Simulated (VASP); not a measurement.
**AlN: single point with PBEsol**

The system is AlN.

```xyz
4
Lattice="3.1138 0.0000 0.0000 -1.5569 2.6966 0.0000 0.0000 0.0000 4.9834" Properties=species:S:1:pos:R:3 pbc="T T T"
Al    0.0000    1.7978   -0.0050
Al    1.5569    0.8989    2.4867
N     0.0000    1.7978    1.8987
N     1.5569    0.8989    4.3903
```

The cell isn't the ideal one: cell and atoms relaxed tightly for response.

```json
{
  "Program": "VASP 6.6.1",
  "Task": "single point",
  "Functional": "PBEsol",
  "Potentials or basis": "VASP PAW PBE potentials, release 64 (Al, N)",
  "Cutoff": "520 eV",
  "k mesh": "9 × 9 × 6",
  "Occupations": "gaussian, width 0.01 eV",
  "Spin": "no spin polarisation",
  "Dipole correction": "no",
  "Further INCAR settings": "ALGO = Fast; EDIFF = 1e-06; NBANDS = 16"
}
```

```yaml
Pressure: -0.1 GPa
Band_gap_on_the_k_mesh: 4.11 eV, direct
```

Levels at points of the mesh, in eV from the valence-band top:
| k point | band 6 | band 7 | band 8 | band 9 | band 10 | band 11 |
| --- | --- | --- | --- | --- | --- | --- |
| (0.00, 0.00, 0.00) | -0.22 | -0.22 | 0.00 | 4.11 | 6.54 | 10.49 |
| (0.00, 0.00, 0.50) | -0.56 | -0.56 | -0.56 | 6.36 | 6.36 | 10.20 |

Run time: 12 s on 1 thread of Intel(R) Xeon(R) 6975P-C (Granite Rapids), with other jobs on the host, peak memory 0.16 GiB.

Caveat: the PAW data sets were made with another functional, which shifts forces and pressure a little; an odd mesh through Γ misses points on the zone boundary, where band edges often lie.
